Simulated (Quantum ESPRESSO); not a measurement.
## Mo in Quantum ESPRESSO: the effect of functional

Mo:

```xyz
1
Lattice="-1.5838 1.5838 1.5838 1.5838 -1.5838 1.5838 1.5838 1.5838 -1.5838" Properties=species:S:1:pos:R:3 pbc="T T T"
Mo    0.0000    0.0000    0.0000
```

Alike in all runs:

```yaml
Program: Quantum ESPRESSO 7.5
Task: phonons
Cutoff: 1088 eV
Density_cutoff: 4354 eV
k_mesh: 8 × 8 × 8
Occupations: cold, width 0.2 eV
Spin: no spin polarisation
```

Each run relaxes the cell or the atoms first.

Task: One run gave: relaxed volume 16.05 Å³/atom; highest phonon frequency 259 cm⁻¹. Which functional did it use?
A. AM05
B. RPBE
C. LDA
D. WC
E. vdW-DF-cx

Result: B.

```csv
functional,potentials or basis,relaxed volume (Å³/atom),highest phonon frequency (cm⁻¹)
LDA,PseudoDojo 0.4.1 SR LDA standard,15.10,275
PBE,PseudoDojo 0.4.1 SR PBE standard,15.85,263
PBEsol,PseudoDojo 0.4.1 SR PBEsol standard,15.38,272
AM05,PseudoDojo 0.4.1 SR PBE standard,15.34,275
RPBE,PseudoDojo 0.4.1 SR PBE standard,16.05,259
WC,PseudoDojo 0.4.1 SR PBE standard,15.49,270
vdW-DF-cx,PseudoDojo 0.4.1 SR PBE standard,15.45,272
```

Caveats: the mesh is thin for the phonons of a metal; the potentials were made for another functional, which shifts forces and pressure (some runs).

Not every run made on this cell is shown here.
